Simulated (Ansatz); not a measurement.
# All-electron card of C

```
C
1.0
     1.23000    0.71014   11.15000
    -1.23000    0.71014   11.15000
     0.00000   -1.42028   11.15000
C
4
Cartesian
  0.0000 0.0000 1.6725
  0.0000 0.0000 31.7775
  0.0000 0.0000 9.4663
  0.0000 0.0000 23.9837
```

Atom numbers follow the list: C1, C2, C3, C4.

The cell is COD entry 1000065, as deposited and not checked against the literature; nothing was relaxed.

The calculation used Ansatz 0.2.0, DFT, PBEsol, all-electron LAPW, scalar-relativistic.

The runs use a Γ-centred 15×15×15 k mesh, Fermi–Dirac smearing of 0.08 eV, basis error target 1 meV/atom, no spin polarisation.

```
Stress xx, yy, zz (compression positive) : -0.42, -0.42, 0.36 GPa
Largest force                            : 0.198 eV/Å on C1
Pressure at this cell                    : -1.6 kbar
Volume per atom                          : 14.61 Å³
```

(1) Give the computed value. Band gap.

(2) Density of states at the Fermi level (0.2 eV bin): what does the calculation give?

## Answers

(1) None at this level of theory (metallic, semimetallic, or a small gap that the functional closes).

(2) 0.01 states/eV per cell.
